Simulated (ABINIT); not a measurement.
Runs of ABINIT 10.8.3 (patched build) on AlCo. It takes space group Pm-3m (No. 221, cubic). Conventional cell: a = 2.819 Å, b = 2.819 Å, c = 2.819 Å, α = 90.00°, β = 90.00°, γ = 90.00°. Around Co (site symmetry m-3m) lie 8 Al at 2.44 Å. Around Al (site symmetry m-3m) lie 8 Co at 2.44 Å. The cell is a database's computed one.

```csv
level,potentials or basis,k mesh,cutoff (eV),fine-grid cutoff,mesh quality,V0 of scaled cells (Å³/atom),B0 (GPa)
r2SCAN,JTH PAW PBE v2.0,6 × 6 × 6,844,1442.2 eV,coarse,11.35,192
PBE,JTH PAW PBE v2.0,9 × 9 × 9,544,1088.46 eV,not flagged,11.62,178
PBEsol,PseudoDojo NC SR PBEsol v0.4.1 standard,9 × 9 × 9,1306,-,not flagged,11.25,193
PBE,JTH PAW PBE v2.0,9 × 9 × 9,707,1306.15 eV,not flagged,11.61,(a)
LDA,JTH PAW LDA v2.0,9 × 9 × 9,707,1306.15 eV,not flagged,(b),207
PBEsol,JTH PAW PBE v2.0,9 × 9 × 9,707,1306.15 eV,not flagged,11.30,194
```

Alike in all rows: task equation of state; spin collinear, ferromagnetic start; cell as given; smearing fermi-dirac 0.05 eV.

**Question.** Estimate the missing entries.

**Answer.** (a) 181; (b) 10.91.

Caveats: some runs use coarse meshes; pressures at fixed basis lie under the slope of the energies; the PAW data sets were made with another functional, which shifts forces and pressure a little (some runs).

Not every run made on this cell is shown here.
